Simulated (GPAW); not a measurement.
The system is ZrO2.

```
Zr O
1.0
     0.00000    2.54507    2.54507
     2.54507    0.00000    2.54507
     2.54507    2.54507    0.00000
Zr O
1 2
Cartesian
  0.0000 0.0000 0.0000
  3.8176 3.8176 3.8176
  1.2725 1.2725 1.2725
```

Measurements of this composition are mostly on another form, of space group No. 14.

Program: GPAW 26.7.0. Alike in all runs: no spin polarisation; cell as given.

Order these runs on this cell by their band gap on the k mesh, lowest first.
A. level GLLB-SC; potentials or basis the program's PAW data sets (release 1.2.1) made for this functional, pw; k mesh 9 × 9 × 9; cutoff (eV) 800; smearing fermi-dirac 0.05 eV; band path GXWKGLUWLK,UX; band points 80; mesh quality not flagged
B. level revPBE; potentials or basis the program's PAW data sets (release 1.2.1) made for this functional, pw; k mesh 5 × 5 × 5; cutoff (eV) 680; smearing fermi-dirac 0.1 eV; eigensolver ppcg; mesh quality coarse
C. level PBEsol; potentials or basis PAW data sets generated in the run's folder for this functional, pw; k mesh 9 × 9 × 9; cutoff (eV) 800; smearing fermi-dirac 0.05 eV; band path GXWKGLUWLK,UX; band points 80; mesh quality not flagged

C (3.33 eV), B (3.58 eV), A (6.35 eV).

Caveats: some runs use coarse meshes; an odd mesh through Γ misses points on the zone boundary, where band edges often lie (some runs); the GLLB-SC gap is the Kohn-Sham gap of the path plus the derivative discontinuity (some runs); a model potential gives levels but no total energy (some runs).

Runs at the PBE level aren't shown here.
